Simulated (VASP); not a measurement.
Si2Ni:

```
Ni Si
1.0
     0.00000    2.70300    2.70300
     2.70300    0.00000    2.70300
     2.70300    2.70300    0.00000
Ni Si
1 2
Direct
  0.00000 0.00000 0.00000
  0.75000 0.75000 0.75000
  0.25000 0.25000 0.25000
```

| Property | Result |
| --- | --- |
| Program | VASP 6.6.1 |
| Task | relaxation of cell and atoms |
| Functional | LDA |
| Potentials or basis | VASP PAW LDA potentials, release 64 (Ni, Si) |
| Cutoff | 600 eV |
| k mesh | 8 × 8 × 8 |
| Occupations | fermi-dirac, width 0.05 eV |
| Spin | collinear spin, ferromagnetic start |
| Starting moments | [1.0, 0.0, 0.0] μB |

At the start: pressure -4.8 GPa; volume 13.17 Å³/atom.

Task: Where does the relaxation end?

Result: Over 3 steps the energy falls by 6.3 meV/atom and the volume is 12.75 Å³/atom (-3.2 %); space group Fm-3m (No. 225, to 0.05 Å); moment 0.00 μB per cell.

The path:
```csv
step,energy change (eV),largest force (eV/Å),pressure (GPa),volume (Å³)
1,0.0000,0.0000,-4.76,39.50
2,-0.0067,0.0000,4.33,37.30
3,-0.0189,0.0000,0.01,38.25
```

Final structure:
```cif
data_structure
_symmetry_space_group_name_H-M 'P 1'
_symmetry_Int_Tables_number 1
_cell_length_a 3.7820
_cell_length_b 3.7820
_cell_length_c 3.7820
_cell_angle_alpha 60.000
_cell_angle_beta 60.000
_cell_angle_gamma 60.000
_cell_volume 38.25
loop_
_atom_site_label
_atom_site_type_symbol
_atom_site_fract_x
_atom_site_fract_y
_atom_site_fract_z
_atom_site_occupancy
Ni1 Ni 0.00000 0.00000 0.00000 1
Si1 Si 0.75000 0.75000 0.75000 1
Si2 Si 0.25000 0.25000 0.25000 1
```
